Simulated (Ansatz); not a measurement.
The system is Si.

```
Si
1.0
    -1.62691    1.62691    1.32033
     1.62691   -1.62691    1.32033
     1.62691    1.62691   -1.32033
Si
1
Direct
  0.00000 0.00000 0.00000
```

This isn't the form of Si at room conditions, which is diamond.

- Program: Ansatz 0.2.0
- Task: relaxation of cell and atoms
- Functional: PBEsol
- Potentials or basis: Ansatz PAW
- Cutoff: 420 eV (not typed: the program's choice for these potentials)
- k mesh: 13 × 13 × 13
- Occupations: fermi-dirac, width 0.05 eV
- Spin: no spin polarisation

At the start: volume 13.98 Å³/atom.

Question: Where does the relaxation end?

Answer: It ends after 7 steps and the volume is 14.13 Å³/atom (+1.1 %); space group I4/mmm (No. 139, to 0.05 Å).

The path:
```csv
step,energy change (eV),largest force (eV/Å),volume (Å³)
1,0.0000,0.0000,13.98
2,-0.0028,0.0000,14.09
3,-0.0060,0.0000,14.14
4,-0.0072,0.0000,14.17
5,-0.0073,0.0000,14.12
6,-0.0073,0.0000,14.13
7,-0.0074,0.0000,14.13
```

Final structure:
```yaml
crystal:
  lattice:
    - [-1.65563, 1.65563, 1.28912]
    - [1.65563, -1.65563, 1.28912]
    - [1.65563, 1.65563, -1.28912]
  atoms:
    - { symbol: Si, position: [0.00000, 0.00000, 0.00000] }
```

Caveat: the plane-wave basis is chosen anew once the cell has moved, so the energies of steps on either side of that aren't comparable; the PAW data sets come from PBE, with cores solved anew for the run's functional, which leaves a small shift of forces and pressure.
